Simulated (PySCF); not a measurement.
Molecule: `Oc1ccccc1`, C6H6O.

Atom-mapped SMILES (the numbers label the heavy atoms): `[OH:1][c:2]1[cH:3][cH:4][cH:5][cH:6][cH:7]1`. Each H is labelled by its parent atom.

Geometry PBE0-D3(BJ)/def2-SVP throughout; GIAO in PySCF 2.14, gas phase, one conformer, non-relativistic; equivalent atoms averaged; basis pcSseg-1.

(1) How do the shifts δ (against H2O, TMS at the same level) depend on the functional? (ppm; last column core-seconds on shared hosts with different chips, so compare them loosely; the GGAs took longer than the global hybrids here, which isn't the general rule, and the cause wasn't traced)

(2) Which nucleus moves most, in ppm?

Answers

(1) 
| functional | kind | O1 | C2 | C4/C6 | C5 | C3/C7 | H(C4)/H(C6) | H(C5) | H(C3)/H(C7) | H(O1) | core-s |
| --- | --- | --- | --- | --- | --- | --- | --- | --- | --- | --- | --- |
| HF | Hartree–Fock | 91.4 | 164.6 | 140.4 | 125.0 | 118.9 | 7.54 | 6.99 | 6.91 | 3.89 | 5.9 |
| PBE | GGA | 139.6 | 160.0 | 132.3 | 122.1 | 115.6 | 7.17 | 6.80 | 6.59 | 3.74 | 23 |
| BP86 | GGA | 136.4 | 160.3 | 132.3 | 122.0 | 115.6 | 7.16 | 6.79 | 6.58 | 3.74 | 22 |
| PBE0 | global hybrid | 124.6 | 162.1 | 135.5 | 124.5 | 118.1 | 7.33 | 6.94 | 6.75 | 3.77 | 11 |
| WP04 | global hybrid | 115.5 | 163.0 | 134.8 | 125.1 | 118.8 | 6.99 | 6.67 | 6.46 | 3.91 | 13 |
| BHandHLYP | global hybrid | 113.0 | 165.5 | 138.7 | 126.7 | 120.2 | 7.34 | 6.92 | 6.78 | 3.76 | 12 |
| CAM-B3LYP | range-separated hybrid | 122.1 | 167.3 | 139.6 | 127.8 | 121.1 | 7.31 | 6.90 | 6.74 | 3.76 | 17 |
| wB97X-D | range-separated hybrid | 116.9 | 163.9 | 137.1 | 125.5 | 119.0 | 7.36 | 6.96 | 6.78 | 3.77 | 16 |

(2) O1 (phenol-type oxygen): from 91.4 ppm with HF to 139.6 ppm with PBE. The smallest spread is 0.17 ppm, at H(O1). Proton shifts span only some 12 ppm, so a few tenths of a ppm matter as much there as several ppm in carbon.
